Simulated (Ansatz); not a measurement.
# BaS: pressure against volume per atom

All results are calculated (Ansatz 0.2.0). Periodic Kohn-Sham DFT of a crystal at fixed atoms; pressure and stress are positive in compression; the energy is the free energy less that of spherical unpolarised free atoms; site moments are those in the method's own spheres, positive along +z.

Cell of the first row (space group Fm-3m, No. 225):
```
cell vectors (Å)
   0.0000     3.1291     3.1291
   3.1291     0.0000     3.1291
   3.1291     3.1291     0.0000
atoms (fractions of the cell vectors)
Ba  0.00000  0.00000  0.00000
S   0.50000  0.50000  0.50000
```

Settings of every row: method frozen-core PAW; functional PBE; relativity scalar; k mesh 7x7x7; filling fermi-dirac; smearing width 0.01 eV; wave cutoff 420 eV; paw set soft_2.

Atom start moment: 0 on all atoms.

Limits: no spin-orbit coupling on heavy atoms.

```csv
row,volume per atom (Å³),pressure (GPa)
1,30.638,4.022
2,31.599,2.314
3,32.576,0.835
4,33.554,?
5,34.531,-1.496
```

Question: what pressure should row 4 give?

Worked fit of pressure. Take u = (V_r/V)^(2/3) − 1 with V_r = 32.087 Å³ an atom, which is twice the finite (Eulerian) strain; such expansions in the strain, on which the Birch-Murnaghan equation of state is built, carry the rest volume and the bulk modulus. The shown rows have u = 0.03129, 0.01027, -0.01003, -0.04776. Least squares give pressure = 1.5459 + 73.004 × u + 195.13 × u² GPa; a straight line predicts inner rows, each left out in turn, worse (root mean square 0.19 against 0.0045 GPa). The rows lie off it by 0.001, -0.002, 0.002, 0.000. The pressure vanishes at u = -0.0225, or V = 33.2 Å³ an atom, and there the bulk modulus at fixed shape and fractions is B = −V dP/dV = (2/3)(1 + u) dP/du = 41.8 GPa. The withheld row has u = -0.02936, so the fit gives 1.5459 + 73.004 × (-0.02936) + 195.13 × (-0.02936)² = -0.429 GPa.

The calculation gave -0.424 GPa. The fit lies 0.005 GPa (1.2 % of the value, 0.091 % of the column's range) below it; its largest miss of a shown row is 0.002 GPa.
